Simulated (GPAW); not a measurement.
Runs of GPAW 26.7.0 on Cu. The structure is cubic, space group Fm-3m (No. 225). The conventional cell has a = 3.615 Å, b = 3.615 Å, c = 3.615 Å, α = 90.00°, β = 90.00°, γ = 90.00°. Around Cu (site symmetry m-3m) lie 12 Cu at 2.56 Å. 

```tsv
task	level	potentials or basis	cell	cutoff (eV)	eigensolver	band path	band points	optimizer	fmax	grid spacing	gap on the mesh (eV)	pressure (GPa)	V0 of scaled cells (Å³/atom)	relaxed volume (Å³/atom)	B0 (GPa)
band structure	BLYP	PAW data sets generated in the run's folder for this functional, pw	as given	600	davidson	GXWKGLUWLK,UX	100	-	-	-	-	10.1	-	-	-
equation of state	PBE	GPAW PAW data sets (gpaw-data 1.2.1), lcao:dzp	as given	-	-	-	-	-	-	0.18 Å	-	-	(b)	-	(a)
relaxation of cell and atoms	PBEsol+D3(BJ)	PAW data sets generated in the run's folder for this functional, pw	relaxed	600	-	-	-	BFGS	0.02 eV/Å	-	none	-0.1	-	10.94	-
relaxation of cell and atoms	PBEsol	PAW data sets generated in the run's folder for this functional, pw	relaxed to 2 GPa	600	-	-	-	BFGS	0.02 eV/Å	-	none	2.3	-	-	-
relaxation of cell and atoms	PBEsol+D3(BJ)+ATM	PAW data sets generated in the run's folder for this functional, pw	relaxed	600	-	-	-	BFGS	0.02 eV/Å	-	none	0.0	-	11.08	-
equation of state	revPBE+D3	the program's PAW data sets (release 1.2.1) made for this functional, pw	as given	600	-	-	-	-	-	-	-	-	11.16	-	166
relaxation of cell and atoms	PBEsol	PAW data sets generated in the run's folder for this functional, pw	relaxed to 10 GPa	600	-	-	-	BFGS	0.02 eV/Å	-	none	9.9	-	-	-
relaxation of cell and atoms	PBEsol	PAW data sets generated in the run's folder for this functional, pw	relaxed to 30 GPa	600	-	-	-	BFGS	0.02 eV/Å	-	none	29.8	-	-	-
relaxation of cell and atoms	PBEsol	PAW data sets generated in the run's folder for this functional, pw	relaxed to 5 GPa	600	-	-	-	BFGS	0.02 eV/Å	-	none	5.0	-	-	-
```

Alike in all rows: no spin polarisation; k mesh 13 × 13 × 13; smearing fermi-dirac 0.05 eV.

Problem. Fill in the values left out.

Solution. (a) 137; (b) 12.06.

Caveats: with this Cu data set, volumes or pressures lay over 1.5 % or 2 GPa off other programs in two to four cells of ten; later steps reuse the first step's grids (some runs); pairwise dispersion overbinds metals, which lowers pressure and volume (some runs); the real-space grid adds noise to forces (some runs); the basis of atomic orbitals isn't converged, which shifts pressures, moduli and gaps (some runs).

A gap of «none» marks a metal or a gap under the smearing width.
